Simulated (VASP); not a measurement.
**TiO$_{2}$ (strained anatase), PBE single-point calculation: Ansatz's output and VASP's**

```cif
data_structure
_symmetry_space_group_name_H-M 'P 1'
_symmetry_Int_Tables_number 1
_cell_length_a 5.7055
_cell_length_b 5.7055
_cell_length_c 5.7055
_cell_angle_alpha 139.720
_cell_angle_beta 139.720
_cell_angle_gamma 58.278
_cell_volume 76.93
loop_
_atom_site_label
_atom_site_type_symbol
_atom_site_fract_x
_atom_site_fract_y
_atom_site_fract_z
_atom_site_occupancy
Ti1 Ti 0.75000 0.25000 0.50000 1
Ti2 Ti 0.00000 0.00000 0.00000 1
O1 O 0.54767 0.04767 0.50000 1
O2 O 0.79767 0.79767 0.00000 1
O3 O 0.20233 0.20233 0.00000 1
O4 O 0.95233 0.45233 0.50000 1
```

Ansatz printed

```
SCF 1 converged in 7 iterations: F = -7277.155423 eV  dr2 = 8.44e-9
  greatest PAW one-centre occupation: 0.999 electrons in one spin orbital (limit 2), on the Ti atom at site 1 (counted from 0), in its partial waves of l = 0
NSCF: frozen V_eff on 10 k-points
SCF converged after 7 iterations
Free energy (F): -7277.155423 eV
Harris-Foulkes:  -7277.155423 eV  (|F-HF|=7.34e-9)
Internal energy: -7277.155423 eV  (E = F + TS)
E sigma→0 (E₀):  -7277.155423 eV
Fermi energy:    6.755844 eV
--- Per-component energies (eV) ---
  E_band       = -526.045101
  E_kinetic    = 1233.061484
  E_local      = -3793.390843  (includes V_loc(G=0)·N_el)
  E_nonlocal   = 195.918240
  E_hartree    = 1465.240119
  E_xc         = -489.190143
  E_vxc        = -619.124066  (∫ρ·V_xc dr)
  E_paw        = -2719.876752  (= ΣΔE_a)
  E_vpaw       = -472.996465  (= ΣTr[D̂ρ^β])
  E_aug_tail   = 0.010066  (compensation charges beyond the density's cutoff)
  E_ewald      = -3168.927595
  E_smearing   = -0.000000  (= −TS)
  E_closure    = 0.000000  (closes the sum)
  Σ components = -7277.155423   (vs F -7277.155423, Δ=0.00e0)
--- Forces (eV/Å), atoms counted from 1 ---
  atom   1  Ti     0.00000000    -0.00000000     0.00000000
  atom   2  Ti     0.00000000     0.00000000     0.00000000
  atom   3  O      0.00000000     0.00000000    -0.08424661
  atom   4  O      0.00000000    -0.00000000    -0.08424661
  atom   5  O      0.00000000     0.00000000     0.08424661
  atom   6  O      0.00000000    -0.00000000     0.08424661
  max |Σ_I F_I| component: 1.56e-17 eV/Å
--- Stress (GPa, compression-positive) ---
      -15.195273      -0.000000       0.000000
       -0.000000     -15.195273       0.000000
        0.000000      -0.000000     -11.654192
  P = ⅓ Tr σ = -14.0149 GPa (-140.149 kbar)
--- Band table (eV; the first three rows and the last of 102) ---
  k-point 0: bands = ["-50.9123", "-50.8779", "-27.2490", "-27.0902", "-27.0902", "-27.0449", "-27.0449", "-26.9916", "-11.4405", "-10.4929", "-10.4254", "-10.0292", "2.0767", "2.0767", "2.1407", "2.7738", "3.8073", "3.9518", "3.9518", "5.0419", "5.0565", "5.0565", "5.4776", "5.4776", "7.7525", "8.3221", "9.4553", "9.4553", "9.4806"]
  k-point 1: bands = ["-50.9112", "-50.8786", "-27.2478", "-27.1013", "-27.0935", "-27.0506", "-27.0446", "-26.9896", "-11.3675", "-10.4651", "-10.3919", "-10.0218", "1.9175", "2.0090", "2.1446", "2.7895", "3.7996", "3.9158", "4.0425", "4.8506", "4.8630", "5.0858", "5.1001", "5.5544", "8.0898", "8.3726", "9.0808", "9.2322", "9.3244"]
  k-point 2: bands = ["-50.9082", "-50.8805", "-27.2446", "-27.1281", "-27.1017", "-27.0658", "-27.0428", "-26.9880", "-11.1652", "-10.3882", "-10.3115", "-10.0056", "1.6278", "1.8672", "2.1519", "2.8814", "3.4743", "3.9214", "4.0282", "4.3187", "4.3287", "4.6978", "5.2467", "5.6307", "8.4083", "8.6502", "8.7019", "9.0968", "9.0971"]
  k-point 101: bands = ["-50.8951", "-50.8951", "-27.1219", "-27.1219", "-27.1045", "-27.1045", "-27.0305", "-27.0305", "-10.9677", "-10.9677", "-10.2458", "-10.2458", "2.1386", "2.1386", "2.4217", "2.4217", "3.9778", "3.9778", "4.5176", "4.5176", "4.6960", "4.6960", "5.7298", "5.7298", "8.0294", "8.0294", "9.1243", "9.1243", "9.8315"]
```

Each program uses its own PAW datasets. VASP's cell holds 48 valence electrons and Ansatz's 48. Ansatz's stress includes a Pulay correction; VASP's doesn't.

Question: What does VASP give for the same cell and level of theory?

Answer: gap between bands v and c 2.00 eV; least direct gap 2.17 eV; pressure -13.5 GPa; largest force 0.11 eV/Å.

From OUTCAR

```
k-points           NKPTS =    102   k-points in BZ     NKDIM =    102   number of bands    NBANDS=     33

   NELECT =      48.0000    total number of electrons

   dimension x,y,z NGX =    42 NGY =   42 NGZ =   42
   dimension x,y,z NGXF=    84 NGYF=   84 NGZF=   84

  energy-cutoff  :      520.00
  volume of cell :       76.93
      direct lattice vectors                 reciprocal lattice vectors
    -1.964454763  1.964454763  4.983384117     0.000000000  0.254523550  0.100333426
     1.964454763 -1.964454763  4.983384117     0.254523550  0.000000000  0.100333426
     1.964454763  1.964454763 -4.983384117     0.254523550  0.254523550  0.000000000

 k-points in reciprocal lattice and weights: KPOINTS created by Atomic Simulation Env
   0.00000000  0.00000000  0.00000000       0.001
   0.10000000  0.00000000 -0.00000000       0.008
   0.20000000  0.00000000 -0.00000000       0.008
   0.30000000  0.00000000 -0.00000000       0.008
   0.40000000 -0.00000000  0.00000000       0.008
   0.50000000  0.00000000 -0.00000000       0.004
   0.10000000  0.10000000 -0.00000000       0.008
   0.20000000  0.10000000 -0.00000000       0.016
   ...

 E-fermi :   2.8108

 k-point     1 :       0.0000    0.0000    0.0000
  band No.  band energies     occupation
      1     -54.4383      2.00000
      2     -54.4044      2.00000
      3     -30.7662      2.00000
      4     -30.6104      2.00000
      5     -30.6104      2.00000
      6     -30.5654      2.00000
      7     -30.5654      2.00000
      8     -30.5110      2.00000
      9     -14.9132      2.00000
     10     -13.9746      2.00000
     11     -13.9011      2.00000
     12     -13.5061      2.00000
     13      -1.4027      2.00000
     14      -1.4027      2.00000
     15      -1.3335      2.00000
     16      -0.7018      2.00000
     17       0.3349      2.00000
     18       0.4764      2.00000
     19       0.4764      2.00000
     20       1.5648      2.00000
     21       1.5794      2.00000
     22       1.5794      2.00000
     23       2.0039      2.00000
     24       2.0039      2.00000
     25       4.2580      0.00000
     26       4.8269      0.00000
     27       5.9642      0.00000
     28       5.9642      0.00000
     29       5.9868      0.00000
     30       5.9868      0.00000
     31       6.5779      0.00000
     32       6.8213      0.00000
     33       6.8235      0.00000

 k-point     2 :       0.1000    0.0000   -0.0000
  band No.  band energies     occupation
      1     -54.4376      2.00000
      2     -54.4049      2.00000
      3     -30.7641      2.00000
      4     -30.6178      2.00000
      5     -30.6110      2.00000
      6     -30.5682      2.00000
      7     -30.5645      2.00000
      8     -30.5116      2.00000
      9     -14.8716      2.00000
     10     -13.9665      2.00000
     11     -13.8819      2.00000
     12     -13.5056      2.00000
     13      -1.5209      2.00000
     14      -1.3952      2.00000
     15      -1.3236      2.00000
     16      -0.7121      2.00000
     17       0.4131      2.00000
     18       0.4515      2.00000
     19       0.4707      2.00000
     20       1.3695      2.00000
     21       1.5545      2.00000
     22       1.5863      2.00000
     23       1.8565      2.00000
     24       2.0029      2.00000
     25       4.4448      0.00000
     26       4.8574      0.00000
     27       5.6861      0.00000
     28       5.7838      0.00000
     29       5.9256      0.00000
     30       6.0466      0.00000
     31       6.7559      0.00000
     32       6.8935      0.00000
     33       7.0880      0.00000

 k-point     3 :       0.2000    0.0000   -0.0000
  band No.  band energies     occupation
      1     -54.4356      2.00000
      2     -54.4063      2.00000
      3     -30.7588      2.00000
      4     -30.6366      2.00000
      5     -30.6124      2.00000
      6     -30.5749      2.00000
      7     -30.5622      2.00000
      8     -30.5143      2.00000
      9     -14.7615      2.00000
     10     -13.9373      2.00000
     11     -13.8371      2.00000
     12     -13.5079      2.00000
     13      -1.7499      2.00000
     14      -1.3744      2.00000
     15      -1.2895      2.00000
     16      -0.7335      2.00000
     17       0.3004      2.00000
     18       0.4587      2.00000
     19       0.5349      2.00000
     20       0.9245      2.00000
     21       1.3971      2.00000
     22       1.6292      2.00000
     23       1.6397      2.00000
     24       1.9601      2.00000
     25       4.8124      0.00000
     26       4.9794      0.00000
     27       5.3486      0.00000
     28       5.5707      0.00000
     29       5.8785      0.00000
     30       6.1490      0.00000
     31       6.7879      0.00000
     32       7.1781      0.00000
     33       7.4555      0.00000

 ...

  Total       -7.0798616     -7.0798616     -5.2642681      0.0000000     -0.0000000      0.0000000
  in kB     -147.4575217   -147.4575217   -109.6428103      0.0000000     -0.0000000      0.0000000
  external PRESSURE =    -134.8526179 kB  Pullay stress =       0.0000000 kB

 POSITION                                       TOTAL-FORCE (eV/Angst)
 -----------------------------------------------------------------------------------
      0.00000      1.96445      2.49169        -0.000000     -0.000000      0.000000
      0.00000      0.00000      0.00000        -0.000000     -0.000000      0.000000
      0.00000      1.96445      0.47511         0.000000     -0.000000     -0.107415
      0.00000      0.00000      7.95018        -0.000000      0.000000     -0.107415
      0.00000      0.00000      2.01658        -0.000000      0.000000      0.107415
      0.00000      1.96445      4.50828         0.000000     -0.000000      0.107415
 -----------------------------------------------------------------------------------
    total drift:                               -0.000000     -0.000000      0.000000

  FREE ENERGIE OF THE ION-ELECTRON SYSTEM (eV)
  ---------------------------------------------------
  free  energy   TOTEN  =       -53.5516145268 eV

  energy  without entropy=      -53.5516145268  energy(sigma->0) =      -53.55161453
```
